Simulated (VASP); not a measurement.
**VASP 6.6.1 run: AlN**

INCAR

```
PREC = Accurate
LREAL = .FALSE.
NSW = 0
LCHARG = .FALSE.
GGA = PE
IBRION = -1
NBANDS = 11
SIGMA = 0.3
ISIF = 2
ENCUT = 520
NELM = 67
ISMEAR = -5
LASPH = .TRUE.
EDIFF = 1E-7
LWAVE = .FALSE.
```

KPOINTS

```
KPOINTS created by Atomic Simulation Environment
0
Gamma
10 10 10
0 0 0
```

POSCAR

```
Al N
 1.0000000000000000
     0.0000000000000000    2.1182377502000000    2.1848764830000000
     2.1182377502000000    0.0000000000000000    2.1848764830000000
     2.1182377502000000    2.1182377502000000    0.0000000000000000
 Al  N
   1   1
Cartesian
  0.0000000000000000  0.0000000000000000  0.0000000000000000
  3.1773566252999998  3.1773566252999998  3.2773147245000001
```

The recommended PBE PAW datasets give the neutral cell 8 valence electrons.

Command

```
mpirun -np 1 vasp_std
```

How does this run end, and what does it give?

It converged. Results: gap between bands v and c on the k mesh 3.24 eV; least direct gap on the k mesh 4.69 eV; pressure 19.0 GPa. Band v is the last that the valence electrons fill when counted band by band, and c is the next.

OSZICAR

```
N       E                     dE             d eps       ncg     rms          rms(c)
DAV:   1     0.109900390743E+02    0.10990E+02   -0.39156E+03  2316   0.607E+02
DAV:   2    -0.164051850548E+02   -0.27395E+02   -0.26641E+02  2712   0.141E+02
DAV:   3    -0.172454455647E+02   -0.84026E+00   -0.83932E+00  2770   0.231E+01
DAV:   4    -0.172499581191E+02   -0.45126E-02   -0.45122E-02  2574   0.185E+00
DAV:   5    -0.172500121682E+02   -0.54049E-04   -0.54049E-04  2742   0.193E-01    0.893E+00
DAV:   6    -0.147633958114E+02    0.24866E+01   -0.11672E+01  2643   0.175E+01    0.292E+00
DAV:   7    -0.147530958329E+02    0.10300E-01   -0.20935E-01  2553   0.342E+00    0.214E+00
DAV:   8    -0.147478174838E+02    0.52783E-02   -0.26377E-02  2496   0.153E+00    0.570E-01
DAV:   9    -0.147465267036E+02    0.12908E-02   -0.37084E-03  2706   0.364E-01    0.234E-01
DAV:  10    -0.147465653667E+02   -0.38663E-04   -0.33943E-04  2520   0.121E-01    0.304E-02
DAV:  11    -0.147465793988E+02   -0.14032E-04   -0.12805E-05  2610   0.274E-02    0.139E-02
DAV:  12    -0.147465794666E+02   -0.67747E-07   -0.16130E-07  2676   0.332E-03
   1 F= -.14746579E+02 E0= -.14746579E+02  d E =0.000000E+00
```

Standard output (part)

```
POSCAR found type information on POSCAR AlN
 POSCAR found :  2 types and       2 ions
 LDA part: xc-table for (Slater+PW92), standard interpolation
 POSCAR, INCAR and KPOINTS ok, starting setup
 WAVECAR not read
 entering main loop
```

For comparison, a separate PBE run of the intended cell, on usual settings and not on those above, gives a gap of 3.24 eV on its mesh and a pressure of 19.0 GPa.
